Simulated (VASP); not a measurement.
Crystal: HfO2.

```
Hf O
1.0
     4.81353    0.00000    0.00000
     0.00000    4.81353    0.00000
     0.00000    0.00000    3.20542
Hf O
2 4
Direct
  0.50000 0.50000 0.50000
  0.00000 0.00000 0.00000
  0.80504 0.19496 0.50000
  0.69496 0.69496 0.00000
  0.30504 0.30504 0.00000
  0.19496 0.80504 0.50000
```

Measurements of this composition are mostly on another form, of space group No. 14.

* Program: VASP 6.6.1
* Task: relaxation of cell and atoms
* Functional: PBEsol
* Dispersion: D3(BJ)
* Potentials or basis: VASP PAW PBE potentials, release 64 (Hf_pv, O)
* Cutoff: 600 eV
* k mesh: 6 × 6 × 8
* Occupations: fermi-dirac, width 0.05 eV
* Spin: no spin polarisation

At the start: pressure -3.7 GPa; volume 12.38 Å³/atom.

**Question.** How do energy, volume and symmetry change on relaxing?

**Answer.** Over 9 steps the energy falls by 2.2 meV/atom and the volume is 12.18 Å³/atom (-1.6 %); space group P4_2/mnm (No. 136, to 0.05 Å).

The path:
| step | energy change (eV) | largest force (eV/Å) | pressure (GPa) | volume (Å³) |
| --- | --- | --- | --- | --- |
| 1 | 0.0000 | 0.0335 | -3.66 | 74.27 |
| 2 | 0.0265 | 0.1775 | 6.68 | 71.27 |
| 3 | -0.0132 | 0.0381 | -0.01 | 73.16 |
| 4 | -0.0132 | 0.0365 | -0.16 | 73.18 |
| 5 | -0.0135 | 0.0137 | -0.08 | 73.13 |
| 6 | -0.0135 | 0.0045 | -0.12 | 73.14 |
| 7 | -0.0135 | 0.0061 | -0.12 | 73.13 |
| 8 | -0.0135 | 0.0021 | 0.15 | 73.05 |
| 9 | -0.0135 | 0.0029 | 0.01 | 73.10 |

Final structure:
```cif
data_structure
_symmetry_space_group_name_H-M 'P 1'
_symmetry_Int_Tables_number 1
_cell_length_a 4.7872
_cell_length_b 4.7872
_cell_length_c 3.1897
_cell_angle_alpha 90.000
_cell_angle_beta 90.000
_cell_angle_gamma 90.000
_cell_volume 73.10
loop_
_atom_site_label
_atom_site_type_symbol
_atom_site_fract_x
_atom_site_fract_y
_atom_site_fract_z
_atom_site_occupancy
Hf1 Hf 0.50000 0.50000 0.50000 1
Hf2 Hf 0.00000 0.00000 0.00000 1
O1 O 0.80494 0.19506 0.50000 1
O2 O 0.69506 0.69506 0.00000 1
O3 O 0.30494 0.30494 0.00000 1
O4 O 0.19506 0.80494 0.50000 1
```

Caveat: the PAW data sets were made with another functional, which shifts forces and pressure a little.
